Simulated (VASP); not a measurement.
# CdTe (F-43m) in VASP: further runs, part 2 of 2

VASP 6.6.1.

## (3) Relaxation of cell and atoms, PBE

This run uses another cell than the first one, of 32.92 Å³/atom, 0.907 times its volume.

INCAR reads:

```
PREC = Accurate ; ENCUT = 600
EDIFF = 1E-6 ; ISMEAR = 0
SIGMA = 0.03 ; LREAL = F
LASPH = T ; NELM = 80
ALGO = Normal ; ISIF = 3
LWAVE = F ; LCHARG = F
GGA = PE ; IBRION = 2
NSW = 90 ; EDIFFG = -0.01
```

KPOINTS reads:

```
regular mesh
0
Gamma
  8 8 8
```

POSCAR reads:

```
CdTe
1.0
    0.0000000000      3.2050000000      3.2050000000
    3.2050000000      0.0000000000      3.2050000000
    3.2050000000      3.2050000000      0.0000000000
Cd Te
1 1
Direct
    0.0000000000      0.0000000000      0.0000000000
    0.2500000000      0.2500000000      0.2500000000
```

Potentials or basis: VASP PAW PBE potentials, release 64 (Cd, Te).

Run with:

```bash
cat potpaw_PBE.64/Cd/POTCAR potpaw_PBE.64/Te/POTCAR > POTCAR
mpirun -np 1 vasp_std > vasp.out
```

OUTCAR:

```text
PREC = Accurate
   ENCUT = 600
   EDIFF = 1E-6
   ISMEAR = 0
   LREAL = F
   LASPH = T
   NELM = 80
   ISIF = 3
   GGA = PE
   IBRION = 2
   NSW = 90
   EDIFFG = -0.01

 ion  position               nearest neighbor table
   1  0.000  0.000  0.000-   2 2.78   2 2.78   2 2.78   2 2.78
   2  0.250  0.250  0.250-   1 2.78   1 2.78   1 2.78   1 2.78

  LATTYP: Found a face centered cubic cell.
 ALAT       =     6.4100000000

  Lattice vectors:

 A1 = (   0.0000000000,   3.2050000000,   3.2050000000)
 A2 = (   3.2050000000,   0.0000000000,   3.2050000000)
 A3 = (   3.2050000000,   3.2050000000,   0.0000000000)

Analysis of symmetry for initial positions (statically):
[... 268 lines left out ...]
      2      -6.3030      2.00000
      3      -6.3030      2.00000
      4      -6.3030      2.00000
      5      -6.0874      2.00000
      6      -6.0874      2.00000
      7       1.7821      2.00000
      8       1.7821      2.00000
      9       1.7821      2.00000
     10       2.3594      0.00000
     11       6.4219      0.00000
     12       6.4219      0.00000
     13       6.4219      0.00000
[... 354 lines left out ...]
  band No.  band energies     occupation
      1      -8.6530      2.00000
      2      -6.2295      2.00000
      3      -6.2197      2.00000
      4      -6.0993      2.00000
      5      -6.0824      2.00000
      6      -5.7046      2.00000
      7      -2.1321      2.00000
      8      -0.0698      2.00000
      9       0.6648      2.00000
     10       4.8713      0.00000
     11       6.4431      0.00000
     12       7.6614      0.00000
     13       8.7970      0.00000

 [... further k-points ...]

------------------------ aborting loop because EDIFF is reached ----------------------------------------

  FORCE on cell =-STRESS in cart. coord.  units (eV):
  Direction    XX          YY          ZZ          XY          YZ          ZX
  --------------------------------------------------------------------------------------
  -------------------------------------------------------------------------------------
  Total        0.0087919      0.0087919      0.0087919      0.0000000      0.0000000      0.0000000
  in kB        0.1940117      0.1940117      0.1940117      0.0000000      0.0000000      0.0000000
  external PRESSURE =       0.1940117 kB  Pullay stress =       0.0000000 kB
[... 17 lines left out ...]
  FREE ENERGIE OF THE ION-ELECTRON SYSTEM (eV)
  ---------------------------------------------------
  free  energy   TOTEN  =        -4.8103951157 eV

  energy  without entropy=       -4.8103951157  energy(sigma->0) =       -4.81039512

 reached required accuracy - stopping structural energy minimisation
```

CONTCAR:

```text
CdTe
   1.00000000000000
    -0.0000000000000000    3.3111409340747375    3.3111409340747375
     3.3111409340747375   -0.0000000000000000    3.3111409340747375
     3.3111409340747375    3.3111409340747375    0.0000000000000000
  Cd              Te
     1     1
Direct
     0.0000000000000000    0.0000000000000000    0.0000000000000000
     0.2500000000000000    0.2500000000000000    0.2500000000000000

  0.00000000E+00  0.00000000E+00  0.00000000E+00
  0.00000000E+00  0.00000000E+00  0.00000000E+00
```

It took 81 s on 1 thread of Intel Xeon Platinum 8375C at 2.90GHz (Ice Lake), shared host; peak memory 0.23 GiB.

Results:

* Free energy: -4.8104 eV
* Relaxed volume: 36.30 Å³/atom
* Relaxed cell: a = 4.683 Å, b = 4.683 Å, c = 4.683 Å, α = 60.00°, β = 60.00°, γ = 60.00°
* Space group after relaxing (to 0.05 Å): F-43m (No. 216)
* Energy gained by relaxing: 42.0 meV/atom
* Ionic steps: 3
* Pressure after relaxing: 0.0 GPa
* Band gap on the k mesh: 0.58 eV, direct

The path:
| step | energy change (eV) | largest force (eV/Å) | pressure (GPa) | volume (Å³) |
| --- | --- | --- | --- | --- |
| 1 | 0.0000 | 0.0000 | 4.35 | 65.84 |
| 2 | -0.0777 | 0.0000 | -0.93 | 74.74 |
| 3 | -0.0840 | 0.0000 | 0.02 | 72.60 |

Final structure:
```cif
data_structure
_symmetry_space_group_name_H-M 'P 1'
_symmetry_Int_Tables_number 1
_cell_length_a 4.6827
_cell_length_b 4.6827
_cell_length_c 4.6827
_cell_angle_alpha 60.000
_cell_angle_beta 60.000
_cell_angle_gamma 60.000
_cell_volume 72.60
loop_
_atom_site_label
_atom_site_type_symbol
_atom_site_fract_x
_atom_site_fract_y
_atom_site_fract_z
_atom_site_occupancy
Cd1 Cd 0.00000 0.00000 0.00000 1
Te1 Te 0.25000 0.25000 0.25000 1
```

Levels at points of the mesh, in eV from the valence-band top:
| k point | band 6 | band 7 | band 8 | band 9 | band 10 | band 11 | band 12 | band 13 |
| --- | --- | --- | --- | --- | --- | --- | --- | --- |
| (0.00, 0.00, 0.00) | -7.87 | 0.00 | 0.00 | 0.00 | 0.58 | 4.64 | 4.64 | 4.64 |
| (0.50, 0.00, 0.00) | -7.57 | -4.07 | -0.68 | -0.68 | 1.75 | 5.21 | 5.21 | 7.01 |
| (0.50, 0.50, 0.00) | -7.45 | -4.00 | -1.65 | -1.65 | 2.67 | 2.74 | 8.50 | 8.80 |

Caveat: spin-orbit coupling is left out, which moves the levels of the heavy elements; the volume moved by +10 % from the deposited cell, more than functionals usually miss. PBE usually gives volumes a little too large and moduli too small.

## (4) Relaxation of cell and atoms, PBE

INCAR reads:

```
PREC = Accurate ; ENCUT = 600
EDIFF = 1E-7 ; ISMEAR = 0
SIGMA = 0.03 ; LREAL = F
LASPH = T ; NELM = 80
ALGO = Normal ; ISIF = 3
LWAVE = F ; LCHARG = F
GGA = PE ; IBRION = 2
NSW = 90 ; EDIFFG = -0.005
```

KPOINTS is that of step 3.

POSCAR reads:

```
CdTe                                    
1.0
   -0.0000000000      3.3111409341      3.3111409341
    3.3111409341     -0.0000000000      3.3111409341
    3.3111409341      3.3111409341      0.0000000000
  Cd              Te            
     1     1
Direct
     0.0000000000000000    0.0000000000000000    0.0000000000000000
     0.2500000000000000    0.2500000000000000    0.2500000000000000
```

Run with:

```bash
cat potpaw_PBE.64/Cd/POTCAR potpaw_PBE.64/Te/POTCAR > POTCAR
mpirun -np 1 vasp_std > vasp.out
```

Run time: 48 s. Hardware: 1 thread of Intel Xeon Platinum 8375C at 2.90GHz (Ice Lake), shared host; peak memory 0.25 GiB.

The run converged. Its results:

- Free energy: -4.8118 eV
- Pressure after relaxing: 0.0 GPa
- Band gap on the k mesh: 0.58 eV, direct

Final structure:
```
CELL_PARAMETERS angstrom
0.00000 3.31114 3.31114
3.31114 0.00000 3.31114
3.31114 3.31114 0.00000
ATOMIC_POSITIONS crystal
Cd 0.00000 0.00000 0.00000
Te 0.25000 0.25000 0.25000
```

Levels at points of the mesh, in eV from the valence-band top:
```csv
k point,band 6,band 7,band 8,band 9,band 10,band 11,band 12,band 13
"(0.00, 0.00, 0.00)",-7.87,0.00,0.00,0.00,0.58,4.64,4.64,4.64
"(0.50, 0.00, 0.00)",-7.57,-4.07,-0.68,-0.68,1.75,5.21,5.21,7.01
"(0.50, 0.50, 0.00)",-7.45,-4.00,-1.65,-1.65,2.67,2.74,8.50,8.80
```

Caveat: the relaxation stopped at its first step, so nothing moved; spin-orbit coupling is left out, which moves the levels of the heavy elements.
